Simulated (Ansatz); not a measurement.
# CdO (Monteponite): band structure with PBEsol+D4

Crystal: CdO (Monteponite).

```
CELL_PARAMETERS angstrom
0.00000 2.34950 2.34950
2.34950 0.00000 2.34950
2.34950 2.34950 0.00000
ATOMIC_POSITIONS crystal
Cd 0.00000 0.00000 0.00000
O 0.50000 0.50000 0.50000
```

- Program: Ansatz 0.2.0
- Task: band structure
- Functional: PBEsol
- Dispersion: D4
- Potentials or basis: SSSP precision PAW
- Cutoff: 1361 eV
- Density cutoff: 13606 eV
- k mesh: 10 × 10 × 10
- Occupations: fermi-dirac, width 0.1 eV
- Spin: non-collinear spin, ferromagnetic start
- Starting moments: [[0.354, 0.354, 0.0], [0.0, 0.0, 0.0]] μB
- Path: [["G", "X", "W", "K", "G", "L", "U", "W", "L", "K"], ["U", "X"]]
- Points for each segment of the path: 14

```
Pressure               : -2.8 GPa
Band gap on the k mesh : none (metal or under the smearing width)
Net moment             : 0.00 μB per cell
Absolute moment        : 0.00 μB per cell
```

Levels at the corners of the path, in eV from the Fermi level:
```csv
point,band 24,band 25,band 26,band 27,band 28,band 29
Γ,-1.72,-1.72,-1.72,-0.84,-0.84,14.08
X,-2.70,-2.70,-2.70,3.46,3.46,8.08
W,-3.37,-2.23,-2.23,5.60,5.60,8.46
K,-3.25,-1.62,-1.62,5.01,5.01,8.15
Γ,-1.72,-1.72,-1.72,-0.84,-0.84,14.08
L,-0.33,-0.33,-0.33,3.95,3.95,6.92
U,-3.25,-1.62,-1.62,5.01,5.01,8.15
W,-3.37,-2.23,-2.23,5.60,5.60,8.46
L,-0.33,-0.33,-0.33,3.95,3.95,6.92
K,-3.25,-1.62,-1.62,5.01,5.01,8.15
U,-3.25,-1.62,-1.62,5.01,5.01,8.15
X,-2.70,-2.70,-2.70,3.46,3.46,8.08
```

Moments on the atoms (μB; x, y, z):
```
Cd  0.00 0.00 0.00
O   0.00 0.00 0.00
```

Wall time 110 s on 1 thread of Arm Neoverse V1, with other jobs on the host, peak memory 1.1 GiB.

Caveat: the pressure holds a Pulay correction of +0.4 GPa for the finite cutoff; pairwise dispersion overbinds metals, which lowers pressure and volume; this crystal is a semiconductor, whose small gap the functional closes, so the metal is an error of the method; the starting moments weren't kept.
